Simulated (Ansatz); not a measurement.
AlRu (begun as NiAs type, now distorted NiAs), DFT, PBE, PAW with Ansatz's default frozen-core files, scalar-relativistic (Ansatz 0.2.0), on 1 thread of Intel(R) Xeon(R) Platinum 8375C CPU @ 2.90GHz (Ice Lake) (shared host).

Command: `ansatz run input.yaml --threads 1 --pin off --max-ram 3072MiB --backend cpu --events-out ev --progress --plain --runs-dir out`

```yaml
crystal:
  lattice:
    - [2.4760399276, 0.0, 0.0]
    - [-1.2380199638, 2.1443134781, 0.0]
    - [0.0, 0.0, 6.8124706658]
  atoms:
    - { symbol: Ru, position: [0.0, 0.0, 0.0] }
    - { symbol: Ru, position: [0.0, 0.0, 0.5] }
    - { symbol: Al, position: [0.3333333333, 0.6666666667, 0.25] }
    - { symbol: Al, position: [0.6666666667, 0.3333333333, 0.75] }
kpoints:
  mp_grid: { grid: [11, 11, 6] }
scf:
  occupations: { method: fermi_dirac, width: 0.08 }
hamiltonian:
  xc: pbe
  pseudopotentials: { kind: paw }
output:
  forces: true
  stress: true
  eigenvalues: true
  populations: true
  write_density: true
  write_potential: true
  elf: true
  volumetric_format: npy
```

Problem. How large is the problem that the program sets up?

Solution. 64 irreducible k-points, 665 plane waves at Γ, 23 bands.

Problem. About how long does it take?

Solution. 3.2 s of wall time for 6 SCF iterations. Times on shared machines scatter by tens of per cent.
